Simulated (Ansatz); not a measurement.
# Palladium, simple cubic under RPBE: from relaxation to bulk modulus

What does RPBE give for palladium in the simple cubic structure? We relax it, solve it on a dense k-mesh, then scale the cell to 7 volumes from 88 to 112 % of the relaxed one and try a fit of the equation of state. Spin polarisation is left out. The k-meshes are 12×12×12 for the relaxation; 19×19×19 for the dense run; 13×13×13 for the volumes.

This is Pd in the simple cubic structure; at room conditions it is fcc.

Computed with Ansatz 0.2.0 (DFT RPBE, plane waves (420 eV) with PAW, scalar-relativistic; PAW files made under PBE, frozen cores solved again for the functional, unless a step says otherwise).

## (1) The starting structure

The structure is cubic, space group Pm-3m (No. 221). The conventional cell has a = 2.514 Å, b = 2.514 Å, c = 2.514 Å, α = 90.00°, β = 90.00°, γ = 90.00°. Pd (site symmetry m-3m) is surrounded by 6 Pd at 2.51 Å.

As a file:

```xyz
1
Lattice="2.5141 0.0000 0.0000 0.0000 2.5141 0.0000 0.0000 0.0000 2.5141" Properties=species:S:1:pos:R:3 pbc="T T T"
Pd    0.0000    0.0000    0.0000
```

## (2) Relaxation of the cell

input.yaml reads:

```yaml
crystal:
  lattice:
    - [2.5140960172, 0.0, 0.0]
    - [0.0, 2.5140960172, 0.0]
    - [0.0, 0.0, 2.5140960172]
  atoms:
    - { symbol: Pd, position: [0.0, 0.0, 0.0] }
hamiltonian:
  xc: rpbe
  pseudopotentials:
    kind: paw
    azcp:
      Pd: "pseudopotentials/Pd.paw.azcp"
basis:
  ecutwfc: 420
  fft_grid_basis: typed
kpoints:
  mp_grid: { grid: [12, 12, 12], shift: [0, 0, 0] }
magnetization:
  spin_polarized: false
scf:
  occupations: { method: fermi_dirac, width: 0.1 }
relax:
  max_steps: 60
  f_tol: 0.01
  cell: {}
```

The run is started by

```
> ansatz run input.yaml --threads 2 --pin off --max-ram 5120MiB --backend cpu --events-out ev --progress --plain --runs-dir out
```

The runs that follow: Dense single point; Equation of state: 88 %; Equation of state: 92 %; Equation of state: 96 %; Equation of state: 100 %; Equation of state: 104 %; Equation of state: 108 %; Equation of state: 112 %.

Q: Predict the outcome of this session. Wanted: space group; conventional cell; volume; shortest distance; gap on the mesh; relative to fcc; V₀, B₀, B₀′.

The runs gave:

| quantity | value |
| --- | --- |
| space group (spins left aside) | Pm-3m (No. 221) |
| conventional cell | a = 2.644 Å |
| volume | 18.492 Å³/atom |
| shortest distance | 2.644 Å |
| gap on the mesh | none (levels filled in part) |
| relative to fcc | +471 meV/atom |
| V₀, B₀, B₀′ | 18.439 Å³/atom, 105 GPa, 5.5 |

In words: The relaxation enlarged the cell by 16.4 % in volume. Against the reference form of palladium (fcc, computed apart with the same settings) it stands 471 meV/atom higher. No gap shows: it is a metal or semimetal at this level. The fitted modulus is 105 GPa. Relaxation kept the symmetry; phonons were not checked.
